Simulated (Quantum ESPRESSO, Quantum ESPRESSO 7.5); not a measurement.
**AlN/Al(1-x)Ga(x)N (10-10) interfaces, on the lattice of AlN: a series in the share x of Ga**

Aim: how the results for AlN/Al(1-x)Ga(x)N (10-10) interfaces, on the lattice of AlN change with the share x of Ga.

Program: Quantum ESPRESSO 7.5. Level of theory: plane-wave DFT, LDA, GBRV ultrasoft pseudopotentials. Results are calculated unless marked as measured.

## Step 1: Set-up

The structure is hexagonal, space group P6_3mc (No. 186). Conventional cell: a = 3.074 Å, b = 3.074 Å, c = 4.930 Å, α = 90.00°, β = 90.00°, γ = 120.00°. Al has 4 N at 1.87 to 1.88 Å nearest. Nearest to N lie 4 Al at 1.87 to 1.88 Å. Farther neighbours and most contacts between anions are not listed.

Set-up: Each bulk cell keeps the common in-plane lattice and relaxes along the normal and in its atoms; the superlattice is stacked from these relaxed cells and held, so that both halves are the crystals whose edges are computed. Edges are hung on the mean electrostatic potential over one period in the middle of each half. Fermi-Dirac smearing of 0.002 Ry; edges are taken by band count, which loses its meaning where this level closes a crystal's gap. The alloys are ordered cells with 4 sites.

## Step 2: Variable-cell relaxation of the reference

The bulk crystal is relaxed in cell and atoms; the members are built on its lattice constants.

ref.vc.in

```
&control
  prefix = 'ref.vc'
  outdir = './out'
  pseudo_dir = './pseudo'
  nstep = 40
  forc_conv_thr = 0.001
  calculation = 'vc-relax'
/
&system
  ibrav = 0
  nat = 8
  ntyp = 2
  ecutwfc = 48
  ecutrho = 240
  occupations = 'smearing'
  smearing = 'fd'
  degauss = 0.002
/
&electrons
  conv_thr = 1e-09
  mixing_beta = 0.4
  electron_maxstep = 120
/
&ions
/
&cell
  press_conv_thr = 0.3
/
ATOMIC_SPECIES
  Al  26.9815  al_lda_v1.uspp.F.UPF
  N   14.0070  n_lda_v1.2.uspp.F.UPF
CELL_PARAMETERS angstrom
  3.07366000000000 0.00000000000000 0.00000000000000
  0.00000000000000 4.92964000000000 0.00000000000000
  0.00000000000000 0.00000000000000 5.32373528519215
ATOMIC_POSITIONS crystal
  Al  0.500000000000 0.500000000000 0.166666666700
  N   0.500000000000 0.882000000000 0.166666666700
  Al  0.000000000000 0.000000000000 0.333333333300
  N   0.000000000000 0.382000000000 0.333333333300
  Al  0.000000000000 0.500000000000 0.666666666700
  N   0.000000000000 0.882000000000 0.666666666700
  Al  0.500000000000 0.000000000000 0.833333333300
  N   0.500000000000 0.382000000000 0.833333333300
K_POINTS automatic
  10 6 6 0 0 0
```

Run with:

```bash
$ OMP_NUM_THREADS=1 mpirun -n 4 pw.x -nk 4 -in ref.vc.in > ref.vc.out
```

What it wrote:

```text
Program PWSCF v.7.5 starts
[citation notice left out]

     Parallel version (MPI & OpenMP), running on       4 processor cores
     Number of MPI processes:                 4
     Threads/MPI process:                     1

     MPI processes distributed on     1 nodes
[...]
Current dimensions of program PWSCF are:
     Max number of different atomic species (ntypx) = 10
     Max number of k-points (npk) =  40000
     Max angular momentum in pseudopotentials (lmaxx) =  4
     Found identity + (  0.5000  0.0000 -0.5000) symmetry
     This is a supercell, fractional translations are disabled
     Message from routine setup:
     using ibrav=0 with symmetry is DISCOURAGED, use correct ibrav instead

     K-points division:     npool     =       4
     Subspace diagonalization in iterative solution of the eigenvalue problem:
     a serial algorithm will be used

     G-vector sticks info
     --------------------
     sticks:   dense  smooth     PW     G-vecs:    dense   smooth      PW
     Sum        1033     825    249                34185    24473    4081

     Using Slab Decomposition

     bravais-lattice index     =            0
     lattice parameter (alat)  =       5.8084  a.u.
     unit-cell volume          =     544.3573 (a.u.)^3
     number of atoms/cell      =            8
     number of atomic types    =            2
     number of electrons       =        32.00
     number of Kohn-Sham states=           20
     kinetic-energy cutoff     =      48.0000  Ry
     charge density cutoff     =     240.0000  Ry
     scf convergence threshold =      1.0E-09
     mixing beta               =       0.4000
     number of iterations used =            8  plain     mixing
     energy convergence thresh.=      1.0E-04
     force convergence thresh. =      1.0E-03
     press convergence thresh. =      3.0E-01
     Exchange-correlation= SLA  PZ   NOGX NOGC
                           (   1   1   0   0   0   0   0)
     nstep                     =           40

     celldm(1)=   5.808376  celldm(2)=   0.000000  celldm(3)=   0.000000
     celldm(4)=   0.000000  celldm(5)=   0.000000  celldm(6)=   0.000000

     crystal axes: (cart. coord. in units of alat)
               a(1) = (   1.000000   0.000000   0.000000 )
               a(2) = (   0.000000   1.603834   0.000000 )
               a(3) = (   0.000000   0.000000   1.732051 )

     reciprocal axes: (cart. coord. in units 2 pi/alat)
               b(1) = (  1.000000  0.000000  0.000000 )
               b(2) = (  0.000000  0.623506  0.000000 )
               b(3) = (  0.000000  0.000000  0.577350 )

     PseudoPot. # 1 for Al read from file:
     ./pseudo/al_lda_v1.uspp.F.UPF
     Pseudo is Ultrasoft + core correction, Zval =  3.0
     Generated by new atomic code, or converted to UPF format
     Using radial grid of  893 points,  3 beta functions with:
                l(1) =   0
                l(2) =   1
                l(3) =   2
     Q(r) pseudized with  8 coefficients,  rinner =    0.900   0.900   0.900
                                                       0.900   0.900

     PseudoPot. # 2 for N  read from file:
     ./pseudo/n_lda_v1.2.uspp.F.UPF
     Pseudo is Ultrasoft + core correction, Zval =  5.0
     Generated by new atomic code, or converted to UPF format
     Using radial grid of  729 points,  4 beta functions with:
                l(1) =   0
                l(2) =   0
                l(3) =   1
                l(4) =   1
     Q(r) pseudized with  8 coefficients,  rinner =    0.900   0.900   0.900

     atomic species   valence    mass     pseudopotential
     Al                3.00    26.98150     Al( 1.00)
     N                 5.00    14.00700     N ( 1.00)

      2 Sym. Ops. (no inversion) found

   Cartesian axes

     site n.     atom                  positions (alat units)
         1        Al     tau(   1) = (   0.5000000   0.8019169   0.2886751  )
         2        N      tau(   2) = (   0.5000000   1.4145815   0.2886751  )
         3        Al     tau(   3) = (   0.0000000   0.0000000   0.5773503  )
         4        N      tau(   4) = (   0.0000000   0.6126645   0.5773503  )
         5        Al     tau(   5) = (   0.0000000   0.8019169   1.1547005  )
         6        N      tau(   6) = (   0.0000000   1.4145815   1.1547005  )
         7        Al     tau(   7) = (   0.5000000   0.0000000   1.4433757  )
         8        N      tau(   8) = (   0.5000000   0.6126645   1.4433757  )

     number of k points=   120  Fermi-Dirac smearing, width (Ry)=  0.0020

     Number of k-points >= 100: set verbosity='high' to print them.

     Dense  grid:    34185 G-vectors     FFT dimensions: (  30,  45,  50)

     Smooth grid:    24473 G-vectors     FFT dimensions: (  25,  45,  45)

     Estimated max dynamical RAM per process >      64.26 MB

     Estimated total dynamical RAM >     231.99 MB

     Initial potential from superposition of free atoms

     starting charge      31.9912, renormalised to      32.0000
     Starting wfcs are   32 randomized atomic wfcs

     total cpu time spent up to now is        1.5 secs

     per-process dynamical memory:    57.8 Mb

     Self-consistent Calculation

     iteration #  1     ecut=    48.00 Ry     beta= 0.40
     Davidson diagonalization with overlap
     ethr =  1.00E-02,  avg # of iterations =  3.0

     total cpu time spent up to now is        3.9 secs

     total energy              =    -107.56946640 Ry
     estimated scf accuracy    <       2.47263361 Ry

     iteration #  2     ecut=    48.00 Ry     beta= 0.40
[...]
total energy              =    -108.09459612 Ry
     estimated scf accuracy    <       0.06022687 Ry

     iteration #  3     ecut=    48.00 Ry     beta= 0.40
[...]
total energy              =    -108.08977282 Ry
     estimated scf accuracy    <       0.02296870 Ry

     iteration #  4     ecut=    48.00 Ry     beta= 0.40
[...]
total energy              =    -108.09169635 Ry
     estimated scf accuracy    <       0.00530652 Ry

     iteration #  5     ecut=    48.00 Ry     beta= 0.40
[...]
total energy              =    -108.09198931 Ry
     estimated scf accuracy    <       0.00041368 Ry

     iteration #  6     ecut=    48.00 Ry     beta= 0.40
[...]
total energy              =    -108.09209644 Ry
     estimated scf accuracy    <       0.00000481 Ry

[...]
End of BFGS Geometry Optimization

     Final enthalpy           =    -108.0932576189 Ry

     File ./out/ref.vc.bfgs deleted, as requested
Begin final coordinates
     new unit-cell volume =    553.57259 a.u.^3 (    82.03100 Ang^3 )
     density =      3.31889 g/cm^3

CELL_PARAMETERS (angstrom)
   3.092416625   0.000000000   0.000000000
   0.000000000   4.952467700  -0.000001075
   0.000000000  -0.000001160   5.356219039

ATOMIC_POSITIONS (crystal)
Al               0.5000000000        0.5001149108        0.1666671891
N                0.5000000000        0.8818851290        0.1666668392
Al               0.0000000000        0.0001150370        0.3333326732
N                0.0000000000        0.3818849238        0.3333332987
Al               0.0000000000        0.5001149111        0.6666671880
N                0.0000000000        0.8818851287        0.6666668384
Al               0.5000000000        0.0001150361        0.8333326739
N                0.5000000000        0.3818849233        0.8333332996
End final coordinates

[...]
Final scf calculation at the relaxed structure.
     The G-vectors are recalculated for the final unit cell
     Results may differ from those at the preceding step.

     G-vector sticks info
     --------------------
     sticks:   dense  smooth     PW     G-vecs:    dense   smooth      PW
     Sum        1047     837    257                34659    24861    4149

     Using Slab Decomposition

     bravais-lattice index     =            0
     lattice parameter (alat)  =       5.8084  a.u.
     unit-cell volume          =     553.5726 (a.u.)^3
     number of atoms/cell      =            8
     number of atomic types    =            2
     number of electrons       =        32.00
     number of Kohn-Sham states=           20
     kinetic-energy cutoff     =      48.0000  Ry
     charge density cutoff     =     240.0000  Ry
     scf convergence threshold =      1.0E-11
     mixing beta               =       0.4000
     number of iterations used =            8  plain     mixing
     press convergence thresh. =      3.0E-01
     Exchange-correlation= SLA  PZ   NOGX NOGC
                           (   1   1   0   0   0   0   0)

     celldm(1)=   5.808376  celldm(2)=   0.000000  celldm(3)=   0.000000
     celldm(4)=   0.000000  celldm(5)=   0.000000  celldm(6)=   0.000000

     crystal axes: (cart. coord. in units of alat)
               a(1) = (   1.006102   0.000000   0.000000 )
               a(2) = (   0.000000   1.611261  -0.000000 )
               a(3) = (   0.000000  -0.000000   1.742619 )

     reciprocal axes: (cart. coord. in units 2 pi/alat)
               b(1) = (  0.993935 -0.000000 -0.000000 )
               b(2) = ( -0.000000  0.620632  0.000000 )
               b(3) = ( -0.000000  0.000000  0.573849 )

     PseudoPot. # 1 for Al read from file:
     ./pseudo/al_lda_v1.uspp.F.UPF
     Pseudo is Ultrasoft + core correction, Zval =  3.0
     Generated by new atomic code, or converted to UPF format
     Using radial grid of  893 points,  3 beta functions with:
                l(1) =   0
                l(2) =   1
                l(3) =   2
     Q(r) pseudized with  8 coefficients,  rinner =    0.900   0.900   0.900
                                                       0.900   0.900

     PseudoPot. # 2 for N  read from file:
     ./pseudo/n_lda_v1.2.uspp.F.UPF
     Pseudo is Ultrasoft + core correction, Zval =  5.0
     Generated by new atomic code, or converted to UPF format
     Using radial grid of  729 points,  4 beta functions with:
                l(1) =   0
                l(2) =   0
                l(3) =   1
                l(4) =   1
     Q(r) pseudized with  8 coefficients,  rinner =    0.900   0.900   0.900

     atomic species   valence    mass     pseudopotential
     Al                3.00    26.98150     Al( 1.00)
     N                 5.00    14.00700     N ( 1.00)

      2 Sym. Ops. (no inversion) found

   Cartesian axes

     site n.     atom                  positions (alat units)
         1        Al     tau(   1) = (   0.5030512   0.8058155   0.2904373  )
         2        N      tau(   2) = (   0.5030512   1.4209468   0.2904365  )
         3        Al     tau(   3) = (   0.0000000   0.0001852   0.5808719  )
         4        N      tau(   4) = (   0.0000000   0.6153161   0.5808729  )
         5        Al     tau(   5) = (   0.0000000   0.8058153   1.1617469  )
         6        N      tau(   6) = (   0.0000000   1.4209466   1.1617461  )
         7        Al     tau(   7) = (   0.5030512   0.0001850   1.4521815  )
         8        N      tau(   8) = (   0.5030512   0.6153159   1.4521825  )

     number of k points=   120  Fermi-Dirac smearing, width (Ry)=  0.0020

     Number of k-points >= 100: set verbosity='high' to print them.

     Dense  grid:    34659 G-vectors     FFT dimensions: (  30,  48,  50)

     Smooth grid:    24861 G-vectors     FFT dimensions: (  25,  45,  45)

     Estimated max dynamical RAM per process >      65.98 MB

     Estimated total dynamical RAM >     238.54 MB

     Initial potential from superposition of free atoms

     starting charge      31.9912, renormalised to      32.0000
     Starting wfcs are   32 randomized atomic wfcs

     total cpu time spent up to now is       70.5 secs

     per-process dynamical memory:    58.4 Mb

     Self-consistent Calculation

     iteration #  1     ecut=    48.00 Ry     beta= 0.40
     Davidson diagonalization with overlap
     ethr =  1.00E-06,  avg # of iterations = 12.9

     total cpu time spent up to now is       76.6 secs

     total energy              =    -107.58353100 Ry
     estimated scf accuracy    <       2.43324197 Ry

[...]
iteration # 14     ecut=    48.00 Ry     beta= 0.40
[...]
End of self-consistent calculation

     Number of k-points >= 100: set verbosity='high' to print the bands.

     the Fermi energy is     9.5634 ev

!    total energy              =    -108.09333071 Ry
     estimated scf accuracy    <          2.9E-12 Ry
     smearing contrib. (-TS)   =       0.00000000 Ry
     internal energy E=F+TS    =    -108.09333071 Ry

     The total energy is F=E-TS. E is the sum of the following terms:
     one-electron contribution =      -3.73579969 Ry
     hartree contribution      =      22.39721884 Ry
     xc contribution           =     -39.22757074 Ry
     ewald contribution        =     -87.52717911 Ry

     convergence has been achieved in  14 iterations

     Forces acting on atoms (cartesian axes, Ry/au):

     atom    1 type  1   force =     0.00000000    0.00005625    0.00000588
     atom    2 type  2   force =     0.00000000   -0.00005643   -0.00000067
     atom    3 type  1   force =     0.00000000    0.00005550   -0.00000479
     atom    4 type  2   force =     0.00000000   -0.00005533   -0.00000043
     atom    5 type  1   force =     0.00000000    0.00005625    0.00000589
     atom    6 type  2   force =     0.00000000   -0.00005642   -0.00000067
     atom    7 type  1   force =     0.00000000    0.00005551   -0.00000479
     atom    8 type  2   force =     0.00000000   -0.00005533   -0.00000043

     Total force =     0.000158     Total SCF correction =     0.000000

     Computing stress (Cartesian axis) and pressure

          total   stress  (Ry/bohr**3)                   (kbar)     P=       -0.19
  -0.00000193   0.00000000   0.00000000           -0.28        0.00        0.00
   0.00000000   0.00000003   0.00000001            0.00        0.00        0.00
   0.00000000   0.00000001  -0.00000193            0.00        0.00       -0.28

[...]
=------------------------------------------------------------------------------=
   JOB DONE.
=------------------------------------------------------------------------------=
```

The job ended after 1.8 min (4 MPI ranks of Arm Neoverse V2, shared host; peak memory 0.4 GiB; 7.3 min of CPU time).

Relaxation path:

```
step  energy less that of the first step (eV)  largest force (eV/Å)  volume (Å³)
   1                                   0.0000                0.0303        80.67
   2                                  -0.0156                0.0030        82.18
   3                                  -0.0158                0.0014        82.03
   4                                  -0.0168                0.0015        82.03
```

```
     cell as run  before  after  change
           a (Å)   3.074  3.092  +0.6 %
           b (Å)   4.930  4.952  +0.5 %
           c (Å)   5.324  5.356  +0.6 %
volume (Å³/atom)   10.08  10.25  +1.7 %
```

 The last row is no step: it is a fresh SCF in the final cell with a new plane-wave basis, -1 meV from the row before.

This step gave:

| Quantity | Value |
| --- | --- |
| free energy | -1470.6847 eV |
| Fermi energy | 9.563 eV |

(Continued in part 2 of 9.)

[Logs are printed without paths, hosts, clocks, repeated set-up lines and the standing remarks that a program may print on its own settings, such as how far it seeks lower states.]

[Hosts, paths, dates, database ids (printed as entryN), source tags and the programs' standing remarks are cut or masked in the printed files.]

[Maps of the electrostatic potential energy from Ansatz leave out the sawtooth potential of an applied field or a dipole correction, so their vacuum need not be flat; planar profiles and work functions include it.]
